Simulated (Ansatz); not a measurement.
SrTiO₃: the gap against volume

SrTiO₃, Pm-3m, a = 3.891 Å. The structure is a COD entry; whether it is the stable form wasn't checked. Ansatz: PBEsol, PAW, 420 eV, Γ-centred 8×8×8 mesh on 5 atoms, Gaussian smearing 0.02 eV; no spin polarisation. Symmetry fixes shape and atoms, so the cell is only scaled; x = ln(V/V0) with V0 = 11.783 Å³/atom. The gap is read at the mesh points alone.

| x | gap y (eV) |
| --- | --- |
| -0.0619 | 1.958 |
| -0.0305 | ? |
| 0.0000 | 1.852 |
| 0.0296 | 1.800 |
| 0.0583 | 1.747 |

Task: Fit a straight line to the other rows, give the volume deformation potential of the gap and its pressure coefficient, and predict the missing gap. B0 = 186.4 GPa.

Result: Means x = 0.006500, y = 1.8393; Σ(Δx)² = 0.007938, ΣΔxΔy = -0.01389; the slope is their ratio. y = 1.8506 − 1.7500 x. The slope is the deformation potential a = dE_g/d ln V = -1.75 eV, and dE_g/dP = −a/B0 = 9.39 meV/GPa. At x = -0.0305 the fit asked for gives 1.904 eV. The run gave 1.906 eV, so the fit is 0.002 eV too low, within twice the rms miss on the fitted rows (0.001 eV).

Semilocal functionals give gaps under the measured ones; changes of the gap mostly carry over better.

Symmetry holds off the tilts and polar distortions that many cubic perovskites undergo.